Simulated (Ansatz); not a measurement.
Crystal: Au.

```xyz
1
Lattice="0.0000 2.0350 2.0350 2.0350 0.0000 2.0350 2.0350 2.0350 0.0000" Properties=species:S:1:pos:R:3 pbc="T T T"
Au    0.0000    0.0000    0.0000
```

```yaml
Program: Ansatz 0.2.0
Task: relaxation of cell and atoms
Functional: LDA
Potentials_or_basis: Ansatz PAW
Cutoff: "420 eV (not typed: the program's choice for these potentials)"
k_mesh: 11 × 11 × 11
Occupations: fermi-dirac, width 0.05 eV
Spin: no spin polarisation
```

At the start: volume 16.85 Å³/atom.

Where does the relaxation end?

It ends after 4 steps and the volume is 16.58 Å³/atom (-1.7 %); space group Fm-3m (No. 225, to 0.05 Å).

The path:
```
step  energy change (eV)  largest force (eV/Å)  volume (Å³)
   1              0.0000                0.0000        16.85
   2             -0.0028                0.0000        16.60
   3             -0.0028                0.0000        16.58
   4             -0.0027                0.0000        16.58
```

Final structure:
```
Au
1.0
     0.00000    2.02370    2.02370
     2.02370    0.00000    2.02370
     2.02370    2.02370    0.00000
Au
1
Direct
  0.00000 0.00000 0.00000
```

Caveat: the plane-wave basis is chosen anew once the cell has moved, so the energies of steps on either side of that aren't comparable; the PAW data sets come from PBE, with cores solved anew for the run's functional, which leaves a small shift of forces and pressure.
